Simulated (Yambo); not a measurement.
**PbS (Galena) in Yambo: convergence with bands in self energy**

PbS (Galena):

```
CELL_PARAMETERS angstrom
0.00000 2.96575 2.96575
2.96575 0.00000 2.96575
2.96575 2.96575 0.00000
ATOMIC_POSITIONS crystal
Pb 0.00000 0.00000 0.00000
S 0.50000 0.50000 0.50000
```

```yaml
Program: Yambo 5.3.0
Task: G0W0 quasiparticle levels
Functional: LDA
Potentials_or_basis: PseudoDojo 0.4.1 SR LDA stringent
Cutoff: 980 eV
Density_cutoff: 3918 eV
k_mesh: 6 × 6 × 6
Occupations: fixed
Spin: no spin polarisation
k_mesh_of_the_self-consistent_run: 8 × 8 × 8
Form_of_the_LDA: PW92
Random_integration_of_the_Coulomb_term: yes
Direction_of_the_field_or_of_q_to_0: x + y + z
Broadening: 0.1 eV
States_corrected: Γ and the k points of the band edges
Frequency_dependence_of_W: plasmon pole
Terminator_of_the_band_sum_in_the_self-energy: none
Quasiparticle_equation: linearised (Newton)
Imaginary_frequency_of_the_plasmon-pole_fit: 27.2114 eV
Bands_in_the_response: 114
Bands_in_the_self-energy: 34
Cutoff_of_the_response_matrix: 12 Ry
Cutoff_of_exchange_and_Vxc: 72 Ry
Bands_corrected_first_last: "[14, 16]"
```

These are the settings of the first run; the series varies bands in self energy, with any setting tied to it.

| bands in self energy | quasiparticle gap at the points computed (eV) |
| --- | --- |
| 34 | 0.465 |
| 54 | 0.594 |
| 114 | 0.707 |

Not settled before the last step: the quasiparticle gap at the points computed (to 0.05 eV). The tightest run that finished is the yardstick and may itself not be fully converged.

Caveat, for the tightest run too: this version prints the column dSc/dw multiplied by 27.2; spin-orbit coupling is left out, which as a rule narrows the gap of such compounds by several tenths of an eV.
